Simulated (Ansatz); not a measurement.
**Pressure against volume: CsBr**

```yaml
crystal:
  lattice:
    - [4.28600, 0.00000, 0.00000]
    - [0.00000, 4.28600, 0.00000]
    - [0.00000, 0.00000, 4.28600]
  atoms:
    - { symbol: Cs, position: [0.00000, 0.00000, 0.00000] }
    - { symbol: Br, position: [0.50000, 0.50000, 0.50000] }
```

The cell is COD entry 9008788, as deposited and not checked against the literature; nothing was relaxed. It is an old determination, and later ones may differ.

No spin–orbit coupling, which matters for the heavy atoms here.

All numbers are computed: DFT, PBE, all-electron LAPW, scalar-relativistic (Ansatz 0.2.0); DFT, PBE, PAW with Ansatz's default frozen-core files, scalar-relativistic (Ansatz 0.2.0).

For LAPW: a Γ-centred 6×6×6 k mesh, Fermi–Dirac smearing of 0.03 eV, basis error target 0.25 meV/atom, no spin polarisation. PAW takes a cutoff of 420 eV at this cell. The Ansatz runs share mesh, smearing and spin set-up. Plane-wave (PAW) pressures include the program's estimate of the Pulay term.

The cell above is scaled evenly, with fractional coordinates and shape held.

```tsv
V/V(cell)	V (Å³/atom)	P, LAPW (GPa)	P, PAW (GPa)	gap on the k mesh, LAPW (eV)
0.9500	37.398	2.06	2.06	4.73
0.9750	38.382	1.52	1.52	4.63
1.0000	39.366	1.05	1.05	4.53
1.0250	40.351	0.65	0.65	4.43
1.0500	41.335	0.30	0.30	4.34
```
